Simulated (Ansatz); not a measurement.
## Wurtzite InN

Calculation: PBEsol-D3(BJ) in Ansatz (PAW).

Run with plane-wave cutoff 520 eV, 12×12×6 k mesh (along the axes of the cell as run), Fermi–Dirac smearing 0.01 eV, scalar-relativistic PAW data made under PBE.

Cell: relaxed at this level.

For wurtzite InN, the volume per atom comes out as 15.18 Å³/atom, the bulk modulus B0 is 143 GPa and the equilibrium lattice constant a comes out as 3.516 Å. The lattice parameter c is 5.674 Å and the band gap comes out as zero (no gap). The pressure derivative B′ of the bulk modulus comes out as 4.6.

Measured, for comparison: band gap 0.77 eV (zero-point shift of 0.07 eV (the table's estimate, ZP (est)) added back here, E0, Γ; inputs from arXiv:2302.06325); equilibrium volume per atom 15.38 Å³/atom (300 K, not corrected to a static lattice; as tabulated in Wikipedia's data pages); bulk modulus 126 GPa (room temperature, not corrected to a static lattice; as tabulated in Phys. Rev. B 49, 14 (GaN and InN under pressure), abstract); lattice constant a 3.537 Å (room temperature, not corrected to a static lattice, our sources range from 3.533 to 3.545; as tabulated in Lucero et al. (2012), arXiv:1111.4515); lattice parameter c 5.703 Å (300 K, not corrected to a static lattice; as tabulated in Vurgaftman et al. (2001), doi:10.1063/1.1368156). Computed (rounded) less measured: equilibrium volume per atom -1.3 %, bulk modulus +13 %, lattice constant a -0.6 % (-0.5 % to -0.8 % over the range), lattice parameter c -0.5 %. A static lattice is as a rule a little smaller and stiffer than an uncorrected measurement, which narrows the difference in the equilibrium volume per atom, lattice constant a, lattice parameter c and would widen misses of the other sign.

Note: the gap of the solid is closed in this run; this level leaves the solid without a gap, although one is measured; the bulk modulus comes from volumes at which shape and atoms were relaxed.

Spin–orbit coupling is not included; it can open a gap where bands touch, and shift volumes and moduli.

The computed numbers hold no vibrational or temperature effects.

Ansatz is an electronic-structure program.
